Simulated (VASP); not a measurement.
Here is a VASP 6.6.1 calculation.

The input POSCAR:

```
GaSb
1.0
    0.0000000000      3.0590000000      3.0590000000
    3.0590000000      0.0000000000      3.0590000000
    3.0590000000      3.0590000000      0.0000000000
Ga Sb
1 1
Direct
    0.0000000000      0.0000000000      0.0000000000
    0.2500000000      0.2500000000      0.2500000000
```

File INCAR.step1:

```
  ALGO = Normal
  EDIFF = 1E-4
  ENCUT = 520
  GGA = PE
  ISMEAR = 0
  LASPH = T
  LCHARG = F
  LREAL = F
  LWAVE = T
  NBANDS = 16
  NELM = 100
  PREC = Accurate
  SIGMA = 0.01
```

INCAR.step2

```
  ALGO = Normal
  EDIFF = 1E-6
  ENCUT = 520
  ISIF = 2
  ISMEAR = 0
  ISTART = 1
  LASPH = T
  LCHARG = F
  LMIXTAU = T
  LREAL = F
  LWAVE = F
  METAGGA = R2SCAN
  NBANDS = 16
  NELM = 100
  PREC = Accurate
  SIGMA = 0.01
```

File KPOINTS:

```
k-points
0
Gamma
  6 6 6
```

Potentials or basis: VASP PAW PBE potentials, release 64 (Ga_d, Sb).

Launch:

```sh
$ cat potpaw_PBE.64/Ga_d/POTCAR potpaw_PBE.64/Sb/POTCAR > POTCAR
$ cp INCAR.step1 INCAR
$ mpirun -np 1 vasp_std > vasp.out
$ cp INCAR.step2 INCAR
$ mpirun -np 1 vasp_std > vasp.out
```

Q: What does it give for the pressure?

A: 0.5 GPa.

Q: Predict the band gap on the k mesh.

A: 0.45 eV, direct.

Caveat: the PAW data sets were made with another functional, which shifts forces and pressure a little; spin-orbit coupling is left out, which moves the levels of the heavy elements.

**Experimental background.**

From a printed reference work, data compilation, for a bulk crystal of GaSb at 4.2 K: band gap 0.811 eV (direct).

Against the measured gap of GaSb, 0.811 eV (direct; 4.2 K; a printed reference work, data compilation), the calculated 0.45 eV is off by -0.36 eV. Spin-orbit coupling on Ga, Sb is left out. The value is that of r2SCAN on a finite k mesh, which can miss the band edges, without temperature or zero-point motion.
